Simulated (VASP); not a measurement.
# Ta in VASP: notebook

The runs below take Ta through single point, relaxation of the atoms, with PBEsol.

Everything below comes from runs of VASP 6.6.1. Logs are shortened: lines on timing, memory, paths and dates and some standing lists are left out, and cuts for length are marked.

## 1. The slab as given

The cell holds a slab with vacuum, 6 atoms: a = 2.843 Å, b = 2.843 Å, c = 26.608 Å, α = 90.00°, β = 90.00°, γ = 109.47°.

The slab is cut from a database's or a generator's crystal, which needn't be the stable form of the element.

## 2. Single point, PBEsol

The input, INCAR:

```
ALGO = Normal ; DIPOL = 0.5 0.5 0.500
EDIFF = 1E-7 ; ENCUT = 520
GGA = PS ; ICORELEVEL = 1
IDIPOL = 3 ; ISIF = 2
ISMEAR = 1 ; KPAR = 4
LASPH = True ; LCHARG = False
LDIPOL = True ; LREAL = False
LVACPOTAV = True ; LVHAR = True
LWAVE = False ; NELM = 80
PREC = Accurate ; SIGMA = 0.1
```

The input, KPOINTS:

```
k-points
0
Gamma
  14 14 1
```

The input, POSCAR:

```
Ta
1.0
    2.8434818300      0.0000000000      0.0000000000
   -0.9478272800      2.6808603800      0.0000000000
    0.0000000000      0.0000000000     26.6084659600
Ta
6
Direct
    0.5000000000      0.5000000000      0.2818651800
    0.0000000000      0.0000000000      0.3691191100
    0.5000000000      0.5000000000      0.4563730400
    0.0000000000      0.0000000000      0.5436269600
    0.5000000000      0.5000000000      0.6308808900
    0.0000000000      0.0000000000      0.7181348200
```

Potentials or basis: VASP PAW PBE potentials, release 64 (Ta_pv).

Launch:

```
$ cat potpaw_PBE.64/Ta_pv/POTCAR > POTCAR
$ mpirun -np 4 vasp_std > vasp.out
```

OUTCAR:

```text
EDIFF = 1E-7
   ENCUT = 520
   GGA = PS
   ISIF = 2
   ISMEAR = 1
   LASPH = True
   LREAL = False
   NELM = 80
   PREC = Accurate

 ion  position               nearest neighbor table
   1  0.500  0.500  0.282-   2 2.84   2 2.84   2 3.28   2 3.28
   2  0.000  0.000  0.369-   1 2.84   3 2.84   1 2.84   3 2.84   1 3.28   3 3.28   1 3.28   3 3.28

   3  0.500  0.500  0.456-   4 2.84   4 2.84   2 2.84   2 2.84   4 3.28   4 3.28   2 3.28   2 3.28

   4  0.000  0.000  0.544-   3 2.84   3 2.84   5 2.84   5 2.84   3 3.28   3 3.28   5 3.28   5 3.28

   5  0.500  0.500  0.631-   4 2.84   6 2.84   4 2.84   6 2.84   4 3.28   6 3.28   4 3.28   6 3.28

   6  0.000  0.000  0.718-   5 2.84   5 2.84   5 3.28   5 3.28

  LATTYP: Found a base centered orthorhombic cell.
 ALAT       =     3.2833699989
 B/A-ratio  =     1.4142135638
 C/A-ratio  =     8.1040108086

  Lattice vectors:

 A1 = (   2.8434818300,   0.0000000000,   0.0000000000)
 A2 = (  -0.9478272800,   2.6808603800,   0.0000000000)
 A3 = (   0.0000000000,   0.0000000000,  26.6084659600)

Analysis of symmetry for initial positions (statically):
=====================================================================
 Subroutine PRICEL returns:
 Original cell was already a primitive cell.

 Routine SETGRP: Setting up the symmetry group for a
 base centered orthorhombic supercell.

 Subroutine GETGRP returns: Found  8 space group operations
 (whereof  4 operations were pure point group operations)
 out of a pool of  8 trial point group operations.

The static configuration has the point symmetry C_2v.
 The point group associated with its full space group is D_2h.

Analysis of symmetry for dynamics (positions and initial velocities):
=====================================================================
 Subroutine PRICEL returns:
 Original cell was already a primitive cell.

 Routine SETGRP: Setting up the symmetry group for a
 base centered orthorhombic supercell.

 Subroutine GETGRP returns: Found  8 space group operations
 (whereof  4 operations were pure point group operations)
 out of a pool of  8 trial point group operations.

The dynamic configuration has the point symmetry C_2v.
 The point group associated with its full space group is D_2h.

 Subroutine INISYM returns: Found  8 space group operations
 (whereof  4 operations are pure point group operations),
 and found     1 'primitive' translations

----------------------------------------------------------------------------------------

                                     Primitive cell

  volume of cell :     202.8357

  direct lattice vectors                    reciprocal lattice vectors
     2.843481830  0.000000000  0.000000000     0.351681516  0.124338193  0.000000000
    -0.947827280  2.680860380  0.000000000     0.000000000  0.373014577  0.000000000
     0.000000000  0.000000000 26.608465960     0.000000000  0.000000000  0.037582024

  length of vectors
     2.843481830  2.843481832 26.608465960     0.373014577  0.373014577  0.037582024

  position of ions in fractional coordinates (direct lattice)
     0.500000000  0.500000000  0.281865180
     0.000000000  0.000000000  0.369119110
     0.500000000  0.500000000  0.456373040
     0.000000000  0.000000000  0.543626960
     0.500000000  0.500000000  0.630880890
     0.000000000  0.000000000  0.718134820

  ion indices of the primitive-cell ions
   primitive index   ion index
                 1           1
                 2           2
                 3           3
                 4           4
                 5           5
                 6           6

----------------------------------------------------------------------------------------

 KPOINTS: k-points

Automatic generation of k-mesh.
 Grid dimensions read from file:
 generate k-points for:   14   14    1

 Generating k-lattice:

  Cartesian coordinates                     Fractional coordinates (reciprocal lattice)
     0.025120108  0.008881299  0.000000000     0.071428571 -0.000000000  0.000000000
     0.000000000  0.026643898  0.000000000     0.000000000  0.071428571  0.000000000
     0.000000000  0.000000000  0.037582024     0.000000000  0.000000000  1.000000000

  Length of vectors
     0.026643898  0.026643898  0.037582024

  Shift w.r.t. Gamma in fractional coordinates (k-lattice)
     0.000000000  0.000000000  0.000000000

 Subroutine IBZKPT returns following result:
 ===========================================

 Found     57 irreducible k-points:

 Following reciprocal coordinates:
            Coordinates               Weight
  0.000000  0.000000  0.000000      1.000000
  0.071429  0.000000  0.000000      4.000000
  0.142857  0.000000  0.000000      4.000000
  0.214286  0.000000  0.000000      4.000000
  0.285714  0.000000  0.000000      4.000000
  0.357143  0.000000  0.000000      4.000000
[... 16 lines left out ...]
  0.214286  0.142857  0.000000      4.000000
  0.285714  0.142857  0.000000      4.000000
 [... further k-points ...]
   k-points           NKPTS =     57   k-points in BZ     NKDIM =     57   number of bands    NBANDS=     39
   number of dos      NEDOS =    301   number of ions     NIONS =      6
   total plane-waves  NPLWV = 115200
   dimension x,y,z NGX =    24 NGY =   24 NGZ =  200
   dimension x,y,z NGXF=    48 NGYF=   48 NGZF=  400
   ions per type =               6
   NGX,Y,Z   is equivalent  to a cutoff of  14.03, 14.03, 12.50 a.u.
   NGXF,Y,Z  is equivalent  to a cutoff of  28.06, 28.06, 24.99 a.u.
 SYSTEM =  unknown system
   PREC   = accura    normal or accurate (medium, high low for compatibility)
   ISTART =      0    job   : 0-new  1-cont  2-samecut
   ICHARG =      2    charge: 1-file 2-atom 10-const
   ISPIN  =      1    spin polarized calculation?
   LNONCOLLINEAR =      F non collinear calculations
   LSORBIT =      F    spin-orbit coupling
   LASPH  =      T    aspherical Exc in radial PAW
   ENCUT  =  520.0 eV  38.22 Ry    6.18 a.u.   5.29  5.29 49.47*2*pi/ulx,y,z
   NELM   =     80;   NELMIN=  2; NELMDL= -5     # of ELM steps
   EDIFF  = 0.1E-06   stopping-criterion for ELM
   LREAL  =      F    real-space projection
   EDIFFG = 0.1E-05   stopping-criterion for IOM
   NSW    =      0    number of steps for IOM
   IBRION =     -1    ionic relax: 0-MD 1-quasi-New 2-CG
   NFREE  =      0    steps in history (QN), initial steepest desc. (CG)
   ISIF   =      2    stress and relaxation
   ISYM   =      2    0-nonsym 1-usesym 2-fastsym
   POTIM  = 0.5000    time-step for ionic-motion
   TEBEG  =    0.0;   TEEND  =   0.0 temperature during run
   PSTRESS=    0.0 pullay stress
   NELECT =      66.0000    total number of electrons
   NUPDOWN=      -1.0000    fix difference up-down
   EMIN   =  10.00;   EMAX   =-10.00  energy-range for DOS
   EFERMI =   0.00;   METHOD = LEGACY
   ISMEAR =     1;   SIGMA  =   0.10  broadening in eV -4-tet -1-fermi 0-gaus
   EFERMI_NEDOS =   21; number of points for ismear=-14 and -15
   IALGO  =     38    algorithm
   IMIX   =      4    mixing-type and parameters
     AMIX     =   0.40;   BMIX     =  1.00
     AMIX_MAG =   1.60;   BMIX_MAG =  1.00
  volume/ion in A,a.u.               =      33.81       228.13
  Fermi-wavevector in a.u.,A,eV,Ry     =   1.126008  2.127846 17.250732  1.267893
  Thomas-Fermi vector in A             =   2.262687
   LORBIT       =      0    0 simple, 1 ext, 2 COOP (PROOUT), +10 PAW based schemes
   GGA     = PS    functional components
   LHFCALC =     F    Hartree Fock is set to
   AEXX    =    0.0000 exact exchange contribution
   IVDW    =     0    specifies the selected vdW correction
   LEPSILON=     F    determine dielectric tensor
   LRPA    =     F    only Hartree local field effects (RPA)
 non-spin polarized calculation
 Methfessel and Paxton  Order N= 1 SIGMA  =   0.10
  energy-cutoff  :      520.00
  volume of cell :      202.84
 maximum number of plane-waves:      5504
 NGX is ok and might be reduce to    24
   NGX = 11   NGY = 11   NGZ = 99

 number of electron      66.0000010 magnetization

 dipolmoment           0.000000      0.000000      0.000000 electrons x Angstroem

 Free energy of the ion-electron system (eV)
  ---------------------------------------------------
  ext. energy  EPLUGINS =         0.00000000
  ---------------------------------------------------
  free energy    TOTEN  =       -72.79704862 eV

  energy without entropy =      -72.79683573  energy(sigma->0) =      -72.79697766

 the core state eigenenergies are
   1-  1s -67336.9457  2s -11562.6485  2p -10129.8301  3s  -2644.1579  3p  -2218.2005
       3d  -1721.9344  4s   -534.1881  4p   -394.5021  4d   -215.8874  4f    -18.5087
       5s    -66.6540
   2-  1s -67336.3154  2s -11562.0580  2p -10129.2360  3s  -2643.5946  3p  -2217.6370
       3d  -1721.3690  4s   -533.6653  4p   -393.9837  4d   -215.3751  4f    -18.0172
       5s    -66.2398
   3-  1s -67336.1955  2s -11561.9384  2p -10129.1163  3s  -2643.4781  3p  -2217.5205
       3d  -1721.2521  4s   -533.5535  4p   -393.8723  4d   -215.2643  4f    -17.9087
       5s    -66.1404
   4-  1s -67336.1955  2s -11561.9384  2p -10129.1163  3s  -2643.4781  3p  -2217.5205
       3d  -1721.2521  4s   -533.5535  4p   -393.8723  4d   -215.2643  4f    -17.9087
       5s    -66.1404
   5-  1s -67336.3154  2s -11562.0580  2p -10129.2360  3s  -2643.5946  3p  -2217.6370
       3d  -1721.3690  4s   -533.6653  4p   -393.9837  4d   -215.3751  4f    -18.0172
       5s    -66.2398
   6-  1s -67336.9457  2s -11562.6485  2p -10129.8301  3s  -2644.1579  3p  -2218.2005
       3d  -1721.9344  4s   -534.1881  4p   -394.5021  4d   -215.8874  4f    -18.5087
       5s    -66.6540

 E-fermi :   0.6972     XC(G=0):  -7.5246

 val. band max:        0.6954552436   @ k =   0.2143   0.1429   0.0000
 cond. band min:       0.6987915178   @ k =  -0.1429   0.0714   0.0000
 fundamental gap:      0.0033362742
 Fermi energy:         0.6971941107

 k-point     1 :       0.0000    0.0000    0.0000
  band No.  band energies     occupation
      1     -33.6121      2.00000
      2     -33.5796      2.00000
      3     -33.2819      2.00000
      4     -32.9843      2.00000
      5     -32.8971      2.00000
      6     -32.8965      2.00000
[... 31 lines left out ...]
     38       2.0583     -0.00000
     39       2.2983     -0.00000
[... 964 lines left out ...]
     38       2.5517     -0.00000
     39       3.4118      0.00000

 [... further k-points ...]

------------------------ aborting loop because EDIFF is reached ----------------------------------------

  FORCE on cell =-STRESS in cart. coord.  units (eV):
  Direction    XX          YY          ZZ          XY          YZ          ZX
  --------------------------------------------------------------------------------------
  -------------------------------------------------------------------------------------
  Total       -4.8617667     -4.7415851     -2.7885781      0.1699625      0.0000000      0.0000000
  in kB      -38.4025624    -37.4532610    -22.0266733      1.3425151      0.0000000      0.0000000
  external PRESSURE =     -32.6274989 kB  Pullay stress =       0.0000000 kB

 VOLUME and BASIS-vectors are now :
 -----------------------------------------------------------------------------
  energy-cutoff  :      520.00
  volume of cell :      202.84
      direct lattice vectors                 reciprocal lattice vectors
     2.843481830  0.000000000  0.000000000     0.351681516  0.124338193  0.000000000
    -0.947827280  2.680860380  0.000000000     0.000000000  0.373014577  0.000000000
     0.000000000  0.000000000 26.608465960     0.000000000  0.000000000  0.037582024

 POSITION                                       TOTAL-FORCE (eV/Angst)
 -----------------------------------------------------------------------------------
      0.94783      1.34043      7.50000         0.000000      0.000000      0.523549
      0.00000      0.00000      9.82169        -0.000000      0.000000     -0.434711
      0.94783      1.34043     12.14339        -0.000000      0.000000     -0.130218
      0.00000      0.00000     14.46508        -0.000000      0.000000      0.130218
      0.94783      1.34043     16.78677        -0.000000      0.000000      0.434711
      0.00000      0.00000     19.10847        -0.000000      0.000000     -0.523549
 -----------------------------------------------------------------------------------
    total drift:                                0.000000     -0.000000      0.000000

  FREE ENERGIE OF THE ION-ELECTRON SYSTEM (eV)
  ---------------------------------------------------
  free  energy   TOTEN  =       -72.7970486200 eV

  energy  without entropy=      -72.7968357264  energy(sigma->0) =      -72.79697766

 vacuum level on the upper side and lower side of the slab         5.588         5.588
```

It took 2 min on 4 MPI ranks of Intel Xeon 6975P-C (Granite Rapids), shared host; peak memory 0.54 GiB.

Results:

* Free energy: -72.7970 eV
* Largest force: 0.524 eV/Å
* Band gap on the k mesh: none (metal or under the smearing width)
* Work function of the upper face: 4.89 eV
* Work function of the lower face: 4.89 eV

Forces on the atoms (eV/Å):
```
Ta   0.000  0.000  0.524
Ta   0.000  0.000 -0.435
Ta   0.000  0.000 -0.130
Ta   0.000  0.000  0.130
Ta   0.000  0.000  0.435
Ta   0.000  0.000 -0.524
```

Core levels (eV, on the scale of the bands):
| atom | levels |
| --- | --- |
| 1 Ta | 1s -67336.9, 2s -11562.6, 2p -10129.8, 3s -2644.2, 3p -2218.2, 3d -1721.9, 4s -534.2, 4p -394.5, 4d -215.9, 4f -18.5, 5s -66.7 |
| 2 Ta | 1s -67336.3, 2s -11562.1, 2p -10129.2, 3s -2643.6, 3p -2217.6, 3d -1721.4, 4s -533.7, 4p -394.0, 4d -215.4, 4f -18.0, 5s -66.2 |
| 3 Ta | 1s -67336.2, 2s -11561.9, 2p -10129.1, 3s -2643.5, 3p -2217.5, 3d -1721.3, 4s -533.6, 4p -393.9, 4d -215.3, 4f -17.9, 5s -66.1 |
| 4 Ta | 1s -67336.2, 2s -11561.9, 2p -10129.1, 3s -2643.5, 3p -2217.5, 3d -1721.3, 4s -533.6, 4p -393.9, 4d -215.3, 4f -17.9, 5s -66.1 |
| 5 Ta | 1s -67336.3, 2s -11562.1, 2p -10129.2, 3s -2643.6, 3p -2217.6, 3d -1721.4, 4s -533.7, 4p -394.0, 4d -215.4, 4f -18.0, 5s -66.2 |
| 6 Ta | 1s -67336.9, 2s -11562.6, 2p -10129.8, 3s -2644.2, 3p -2218.2, 3d -1721.9, 4s -534.2, 4p -394.5, 4d -215.9, 4f -18.5, 5s -66.7 |

Caveat: the PAW data sets were made with another functional, which shifts forces and pressure a little.

## 3. Relaxation of the atoms, PBEsol

The input, INCAR:

```
SYSTEM = Ta
PREC = Accurate
ENCUT = 520
EDIFF = 1E-6
ISMEAR = 1
SIGMA = 0.1
LREAL = .False.
LASPH = .True.
NELM = 80
ALGO = Normal
ISIF = 2
LWAVE = .False.
LCHARG = .False.
LDIPOL = .True.
IDIPOL = 3
DIPOL = 0.5 0.5 0.500
GGA = PS
IBRION = 2
NSW = 80
EDIFFG = -0.02
KPAR = 4
```

The input, KPOINTS:

```
regular mesh
0
Gamma
  14 14 1
  0 0 0
```

POSCAR is that of step 2.

Potentials or basis: VASP PAW PBE potentials, release 64 (Ta_pv).

Launch:

```
$ cat potpaw_PBE.64/Ta_pv/POTCAR > POTCAR
$ mpirun -np 4 vasp_std > vasp.out
```

Run time: 9.1 min. Hardware: 4 MPI ranks of Intel Xeon 6975P-C (Granite Rapids), shared host; peak memory 0.54 GiB.

Results (log left out):

| Quantity | Value |
| --- | --- |
| Free energy | -72.8543 eV |
| Energy gained by relaxing | 9.5 meV/atom |
| Ionic steps | 11 |
| Largest force after relaxing | 0.011 eV/Å |
| Band gap on the k mesh | none (metal or under the smearing width) |

Forces in eV/Å, atoms in the order of the input:
```
Ta   0.000  0.000  0.000
Ta   0.000  0.000  0.006
Ta   0.000  0.000  0.011
Ta   0.000  0.000 -0.011
Ta   0.000  0.000 -0.006
Ta   0.000  0.000  0.000
```

Step by step:
```tsv
step	energy change (eV)	largest force (eV/Å)	pressure (GPa)
1	0.0000	0.5235	-3.26
2	-0.0356	0.3089	-2.82
3	-0.0467	0.1118	-2.39
4	-0.0469	0.1090	-2.32
5	-0.0490	0.0830	-2.23
6	-0.0510	0.0865	-2.05
7	-0.0511	0.1068	-2.01
8	-0.0531	0.0859	-1.87
9	-0.0568	0.0362	-1.45
10	-0.0482	0.2599	-0.55
11	-0.0572	0.0106	-1.33
```

Final structure:
```
CELL_PARAMETERS angstrom
2.84348 0.00000 0.00000
-0.94783 2.68086 0.00000
0.00000 0.00000 26.60847
ATOMIC_POSITIONS crystal
Ta 0.50000 0.50000 0.28611
Ta 0.00000 0.00000 0.36937
Ta 0.50000 0.50000 0.45658
Ta 0.00000 0.00000 0.54342
Ta 0.50000 0.50000 0.63063
Ta 0.00000 0.00000 0.71389
```

Levels at points of the mesh, in eV from the Fermi level:
| k point | band 29 | band 30 | band 31 | band 32 | band 33 | band 34 | band 35 | band 36 | band 37 | band 38 |
| --- | --- | --- | --- | --- | --- | --- | --- | --- | --- | --- |
| (0.00, 0.00, 0.00) | -0.40 | -0.38 | 0.18 | 0.27 | 0.34 | 0.60 | 0.65 | 0.80 | 1.02 | 1.33 |
| (0.50, 0.00, 0.00) | -1.39 | -1.39 | -0.31 | -0.31 | 0.57 | 0.57 | 1.54 | 1.54 | 3.26 | 3.26 |
| (0.50, 0.50, 0.00) | -1.17 | -0.92 | 0.30 | 0.32 | 1.86 | 1.99 | 2.13 | 2.17 | 2.39 | 2.70 |

Caveat: the PAW data sets were made with another functional, which shifts forces and pressure a little. The run has no spin-orbit coupling, so splittings on Ta are missing.

(Part 1 of 2 ends here.)
